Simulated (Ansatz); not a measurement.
Crystal: AlNi.

```xyz
2
Lattice="2.8810 0.0000 0.0000 0.0000 2.8810 0.0000 0.0000 0.0000 2.8810" Properties=species:S:1:pos:R:3 pbc="T T T"
Ni    1.4405    1.4405    1.4405
Al    0.0000    0.0000    0.0000
```

Base run:

* Program: Ansatz 0.2.0
* Functional: PBEsol
* Potentials or basis: all-electron LAPW, scalar-relativistic
* Cutoff: 255 eV
* Density cutoff: 1022 eV
* Basis error allowed: 0.001 eV/atom
* k mesh: 9 × 9 × 9
* Occupations: fermi-dirac, width 0.05 eV
* Spin: collinear spin, ferromagnetic start
* Starting moments: [1.0, 0.0] μB

Its results: pressure -3.4 GPa; net moment 0.00 μB per cell.

**Question.** The run is repeated on the same cell with these changes: functional from PBEsol to LDA. What comes out?

**Answer.** Pressure -8.7 GPa; net moment 0.00 μB per cell.

LDA binds more tightly than PBEsol, so the same cell stands under less pressure.

Not every run made on this cell is shown here.
